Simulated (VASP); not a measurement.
# W (Fm-3m) in VASP: further runs, part 2 of 2

VASP 6.6.1. The steps go on from the part before.

### Step 5. Single point, PBE (clean slab, lower half held)

The input, INCAR:

```
SYSTEM = W
PREC     = Accurate       ! precision mode
ENCUT    = 520            ! plane-wave cutoff, eV
EDIFF    = 1E-7           ! SCF threshold, eV
ISMEAR   = 0              ! smearing method
SIGMA    = 0.1            ! smearing width, eV
LREAL    = .FALSE.        ! projectors in reciprocal space
LASPH    = .TRUE.         ! aspherical terms in the spheres
NELM     = 100            ! most SCF steps
ALGO     = Normal         ! electronic algorithm
ISIF     = 2              ! what is computed and relaxed
LWAVE    = .FALSE.        ! write WAVECAR
LCHARG   = .TRUE.         ! write CHGCAR
LDIPOL   = .TRUE.       
IDIPOL   = 3            
DIPOL    = 0.5 0.5 0.501
GGA      = PE             ! functional
LELF     = .TRUE.         ! ELF
LVHAR    = .TRUE.       
LVACPOTAV= .TRUE.       
NBANDS   = 28             ! bands
```

The input, KPOINTS:

```
Automatic mesh
0
G
  12 12 1
  0 0 0
```

The input, POSCAR:

```
W
1.0
    2.8545944806      0.0000000000      0.0000000000
   -1.4272972403      2.4721513377      0.0000000000
    0.0000000000      0.0000000000     18.6615332667
W
3
Direct
    0.6666666667      0.3333333333      0.3751031547
    0.3333333333      0.6666666667      0.5009574732
    0.0000000000      0.0000000000      0.6268033100
```

Potentials or basis: VASP PAW PBE potentials, release 64 (W_sv).

On the command line:

```sh
> cat potpaw_PBE.64/W_sv/POTCAR > POTCAR
> mpirun -np 1 vasp_std > vasp.out
```

OUTCAR:

```text
SYSTEM = W
   PREC = Accurate
   ENCUT = 520
   EDIFF = 1E-7
   ISMEAR = 0
   LREAL = .FALSE.
   LASPH = .TRUE.
   NELM = 100
   ISIF = 2
   GGA = PE

 ion  position               nearest neighbor table
   1  0.667  0.333  0.375-   2 2.87   2 2.87   2 2.87
   2  0.333  0.667  0.501-   3 2.87   3 2.87   3 2.87   1 2.87   1 2.87   1 2.87
   3  0.000  0.000  0.627-   2 2.87   2 2.87   2 2.87

  LATTYP: Found a hexagonal cell.
 ALAT       =     2.8545944806
 C/A-ratio  =     6.5373675293

  Lattice vectors:

 A1 = (   2.8545944806,   0.0000000000,   0.0000000000)
 A2 = (  -1.4272972403,   2.4721513377,   0.0000000000)
 A3 = (   0.0000000000,   0.0000000000,  18.6615332667)

Analysis of symmetry for initial positions (statically):
=====================================================================
 Subroutine PRICEL returns:
 Original cell was already a primitive cell.

 Routine SETGRP: Setting up the symmetry group for a
 hexagonal supercell.

 Subroutine GETGRP returns: Found 12 space group operations
 (whereof  6 operations were pure point group operations)
[... 166 lines left out ...]
  energy without entropy =      -35.02037661  energy(sigma->0) =      -35.03075425

 E-fermi :   0.9895     XC(G=0):  -6.1608

 val. band max:        0.9689702896   @ k =   0.0833   0.0000   0.0000
 cond. band min:       1.0099072636   @ k =   0.4167   0.1667   0.0000
 fundamental gap:      0.0409369740
 Fermi energy:         0.9895490264

 k-point     1 :       0.0000    0.0000    0.0000
  band No.  band energies     occupation
      1     -72.8669      2.00000
      2     -72.7738      2.00000
      3     -72.7517      2.00000
      4     -37.4743      2.00000
      5     -37.1075      2.00000
      6     -36.7106      2.00000
[... 578 lines left out ...]
     27       5.0312      0.00000
     28       8.1143      0.00000

------------------------ aborting loop because EDIFF is reached ----------------------------------------

  FORCE on cell =-STRESS in cart. coord.  units (eV):
  Direction    XX          YY          ZZ          XY          YZ          ZX
  --------------------------------------------------------------------------------------
  -------------------------------------------------------------------------------------
  Total       -7.1686890     -7.1686890      0.0758890      0.0000000      0.0000000      0.0000000
  in kB      -87.2134617    -87.2134617      0.9232570      0.0000000      0.0000000      0.0000000
  external PRESSURE =     -57.8345554 kB  Pullay stress =       0.0000000 kB

 VOLUME and BASIS-vectors are now :
 -----------------------------------------------------------------------------
  energy-cutoff  :      520.00
  volume of cell :      131.69
      direct lattice vectors                 reciprocal lattice vectors
     2.854594481  0.000000000  0.000000000     0.350312455  0.202252990  0.000000000
    -1.427297240  2.472151338  0.000000000     0.000000000  0.404505980  0.000000000
     0.000000000  0.000000000 18.661533267     0.000000000  0.000000000  0.053586165

 POSITION                                       TOTAL-FORCE (eV/Angst)
 -----------------------------------------------------------------------------------
      1.42730      0.82405      7.00000        -0.000000      0.000000     -0.023005
     -0.00000      1.64810      9.34863        -0.000000      0.000000      0.000000
      0.00000      0.00000     11.69711         0.000000      0.000000      0.023005
 -----------------------------------------------------------------------------------
    total drift:                                0.000000      0.000000     -0.197294

  FREE ENERGIE OF THE ION-ELECTRON SYSTEM (eV)
  ---------------------------------------------------
  free  energy   TOTEN  =       -35.0411318869 eV

  energy  without entropy=      -35.0203766125  energy(sigma->0) =      -35.03075425

 vacuum level on the upper side and lower side of the slab         5.903         5.923
```

OSZICAR:

```text
N       E                     dE             d eps       ncg     rms          rms(c)
DAV:   1     0.481363057150E+03    0.48136E+03   -0.26465E+04  1224   0.144E+03
DAV:   2    -0.199069160019E+02   -0.50127E+03   -0.49467E+03  1252   0.451E+02
DAV:   3    -0.367850860732E+02   -0.16878E+02   -0.16286E+02  1288   0.859E+01
[... 23 lines left out ...]
DAV:  27    -0.350411310047E+02   -0.17322E-06   -0.58641E-10   628   0.109E-04    0.656E-06
DAV:  28    -0.350411314032E+02   -0.39854E-06   -0.23348E-09   616   0.218E-04    0.358E-06
DAV:  29    -0.350411315814E+02   -0.17822E-06   -0.55856E-10   612   0.110E-04    0.979E-06
DAV:  30    -0.350411318323E+02   -0.25089E-06   -0.92915E-10   592   0.137E-04    0.224E-06
DAV:  31    -0.350411318869E+02   -0.54644E-07   -0.10375E-10   580   0.481E-05
   1 F= -.35041132E+02 E0= -.35030754E+02  d E =-.207553E-01
```

stdout:

```text
POSCAR found type information on POSCAR W
 POSCAR found :  1 types and       3 ions
 scaLAPACK will be used
 LDA part: xc-table for (Slater+PW92), standard interpolation
 POSCAR, INCAR and KPOINTS ok, starting setup
 FFT: planning ... GRIDC
 FFT: planning ... GRID_SOFT
 FFT: planning ... GRID
 WAVECAR not read
 entering main loop
 -----------------------------------------------------------------------------
|                                                                             |
|           W    W    AA    RRRRR   N    N  II  N    N   GGGG   !!!           |
|           W    W   A  A   R    R  NN   N  II  NN   N  G    G  !!!           |
|           W    W  A    A  R    R  N N  N  II  N N  N  G       !!!           |
|           W WW W  AAAAAA  RRRRR   N  N N  II  N  N N  G  GGG   !            |
|           WW  WW  A    A  R   R   N   NN  II  N   NN  G    G                |
|           W    W  A    A  R    R  N    N  II  N    N   GGGG   !!!           |
|                                                                             |
|     Did not find any points to average over, which means that no vacuum     |
|     field-free region was found. Please increase the size of  your cell     |
|     in the dimension of the dipole correction to obtain accurate            |
|     workfunction values.                                                    |
|                                                                             |
 -----------------------------------------------------------------------------
```

Wall time 3.9 min (1 thread of AMD EPYC 7R43 (Zen 3), shared host); peak memory 0.24 GiB.

Results:

- Free energy: -35.0411 eV
- Largest force: 0.023 eV/Å
- Band gap on the k mesh: none (metal or under the smearing width)
- Work function of the upper face: 4.91 eV
- Work function of the lower face: 4.93 eV

Forces in eV/Å, atoms in the order of the input:
```
W    0.000  0.000 -0.023
W    0.000  0.000  0.000
W    0.000  0.000  0.023
```

### Step 6. Single point, PBE, collinear spin, zero start

This run uses another cell than the first one, of 16.45 Å³/atom, 0.983 times its volume.

The input, INCAR:

```
  PREC = Accurate
  ENCUT = 520
  EDIFF = 1E-6
  ISMEAR = 0
  SIGMA = 0.1
  LREAL = False
  LASPH = True
  NELM = 150
  ALGO = Normal
  ISIF = 2
  LWAVE = False
  LCHARG = True
  ISPIN = 2
  MAGMOM = 0
  LORBIT = 11
  LMAXMIX = 4
  GGA = PE
  LELF = True
  LVHAR = True
  NBANDS = 17
```

The input, KPOINTS:

```
Automatic mesh
0
Gamma
  18 18 18
```

The input, POSCAR:

```
W
1.0
    0.0000000000      2.0185031148      2.0185031148
    2.0185031148      0.0000000000      2.0185031148
    2.0185031148      2.0185031148      0.0000000000
W
1
Direct
    0.0000000000      0.0000000000      0.0000000000
```

Potentials or basis: VASP PAW PBE potentials, release 64 (W_sv).

On the command line:

```sh
> cat potpaw_PBE.64/W_sv/POTCAR > POTCAR
> mpirun -np 1 vasp_std > vasp.out
```

Wall time 47 s (1 thread of AMD EPYC 9R45 (Zen 5), shared host); peak memory 0.18 GiB.

The run converged. Its results:

```
Free energy                                           : -12.4752 eV
Pressure                                              : 0.5 GPa
Band gap on the k mesh                                : none (metal or under the smearing width)
Net moment                                            : 0.00 μB per cell
Valence electrons inside the program's atomic spheres : W 12.02
```

Levels at points of the mesh, in eV from the Fermi level:
Spin up:
```tsv
k point	band 3	band 4	band 5	band 6	band 7	band 8	band 9	band 10	band 11	band 12
(0.00, 0.00, 0.00)	-37.30	-37.30	-8.97	-0.55	-0.55	-0.55	2.57	2.57	12.79	18.00
(0.50, 0.00, 0.00)	-37.46	-37.46	-5.58	-0.77	-0.77	0.63	5.03	5.03	10.26	12.42
(0.50, 0.50, 0.00)	-37.72	-37.72	-5.46	-4.50	3.04	5.00	5.76	5.76	11.73	11.73
```
Spin down:
```csv
k point,band 4,band 5,band 6,band 7,band 8,band 9,band 10,band 11
"(0.00, 0.00, 0.00)",-37.30,-8.97,-0.55,-0.55,-0.55,2.57,2.57,12.79
"(0.50, 0.00, 0.00)",-37.46,-5.58,-0.77,-0.77,0.63,5.03,5.03,10.26
"(0.50, 0.50, 0.00)",-37.72,-5.46,-4.50,3.04,5.00,5.76,5.76,11.73
```

### Step 7. Summary

```tsv
spin	cell	k mesh	dipole correction	gap on the mesh (eV)	pressure (GPa)	largest force (eV/Å)	work function (eV)
off	clean slab, lower half held	10 × 10 × 1	yes	none	-	0.04	-
off	Fm-3m, 16.73 Å³/atom	8 × 8 × 8	no	none	-3.9	-	-
off	the clean substrate in the cell of the map	9 × 9 × 1	yes	none	-	0.11	4.93
off	clean slab, lower half held	12 × 12 × 1	yes	none	-	0.02	4.91
collinear, zero start	Fm-3m, 16.45 Å³/atom	18 × 18 × 18	no	none	0.5	-	-
```

Alike in all rows: task single point; level PBE; potentials or basis VASP PAW PBE potentials, release 64 (W_sv); cutoff (eV) 520; smearing gaussian 0.1 eV.

Absolute energies hang on the potentials; compare differences alone.
